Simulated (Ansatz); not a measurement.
# Li: do energies and stresses tell the same story?

The calculation used DFT PBE, scalar-relativistic, plane waves, PAW in Ansatz 0.2.0.

Cutoff 420 eV; k points 12×12×14 on the computed 3-atom cell (Γ-centred); Gaussian smearing, width 0.10 eV; no spin polarisation.

Relaxed cell: P6/mmm, a = 4.924 Å, b = 4.924 Å, c = 2.894 Å, α = 90.00°, β = 90.00°, γ = 120.00°, 3 atoms in the primitive cell. This form isn't the element's structure at ambient conditions.

Energies at zero smearing and pressures from the stress tensor, at volumes with shape and atoms relaxed:
| V (Å³/atom) | E − E(first) (meV/atom) | P (GPa) |
| --- | --- | --- |
| 17.825 | 0.00 | 2.174 |
| 18.433 | -6.97 | 1.517 |
| 19.040 | -11.62 | 0.943 |
| 19.648 | -14.22 | 0.442 |
| 20.256 | -15.04 | 0.002 |
| 20.863 | -14.30 | -0.384 |
| 21.471 | -12.18 | -0.724 |
| 22.281 | -7.49 | -1.114 |

Task: Check P = −dE/dV between neighbouring volumes, and get the bulk modulus from the pressures alone.

Result: With 1 eV/Å³ = 160.2 GPa:
```tsv
middle V (Å³/atom)	−ΔE/ΔV (GPa)	mean P (GPa)
18.129	1.838	1.846
18.737	1.224	1.230
19.344	0.687	0.693
19.952	0.216	0.222
20.560	-0.196	-0.191
21.167	-0.559	-0.554
21.876	-0.926	-0.919
```

The two differ by 0.007 GPa at most. The mean of two end pressures misses the average over a step by about ΔV² P″/12, up to 0.007 GPa here; with that taken off 0.002 GPa remains. Around V = 20.256 Å³/atom, the two neighbours give B = −V ΔP/ΔV = 20.256 × 0.826 / 1.215 = 13.8 GPa, against B0 = 13.7 GPa from the Birch–Murnaghan fit of the energies.

Cost: 9 runs of about 4.9 core-minutes in all, on Arm Neoverse V2 (shared hosts).